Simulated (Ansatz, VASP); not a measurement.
Zn in VASP and in Ansatz

File INCAR:

```
PREC = Accurate ; ENCUT = 520
EDIFF = 1E-7 ; ISMEAR = -1
SIGMA = 0.05 ; LREAL = F
LASPH = T ; NELM = 80
ALGO = Normal ; ISIF = 2
LWAVE = F ; LCHARG = F
GGA = PE ; NBANDS = 12
```

The input KPOINTS:

```
regular mesh
0
Gamma
  12 12 12
```

POSCAR

```
Zn
1.0
    0.0000000000      1.9777881408      1.9777881408
    1.9777881408      0.0000000000      1.9777881408
    1.9777881408      1.9777881408      0.0000000000
Zn
1
Direct
    0.0000000000      0.0000000000      0.0000000000
```

Contents of input.yaml:

```yaml
crystal:
  lattice:
    - [0.0, 1.9777881408, 1.9777881408]
    - [1.9777881408, 0.0, 1.9777881408]
    - [1.9777881408, 1.9777881408, 0.0]
  atoms:
    - { symbol: Zn, position: [0.0, 0.0, 0.0] }
kpoints:
  mp_grid: { grid: [12, 12, 12] }
scf:
  occupations: { method: fermi_dirac, width: 0.05 }
hamiltonian:
  xc: pbe
  pseudopotentials: { kind: all_electron, lapw: { basis_error: 0.0005 } }
output:
  forces: true
  stress: true
  eigenvalues: true
```

Change from the starting cell: volume scaled by 1.02.

Alike in both runs: task single point; functional PBE; k mesh 12 × 12 × 12; occupations fermi-dirac, width 0.05 eV; no spin polarisation.

|  | VASP | Ansatz |
| --- | --- | --- |
| version | VASP 6.6.1 | Ansatz 0.2.0 |
| potentials or method | VASP PAW PBE potentials, release 64 (Zn) | all-electron LAPW, scalar-relativistic |
| plane-wave cutoff (eV) | 520 | see its input |

```tsv
	VASP	Ansatz	Ansatz less VASP
gap on the k mesh at the Fermi level (eV)	none	none	-
pressure (GPa)	-1.1	-1.4	-0.28
```

A gap of «none» marks a metal or a gap that the smearing closes. Ansatz ran all-electron here, so the differences hold the error of VASP's frozen core and of both bases.
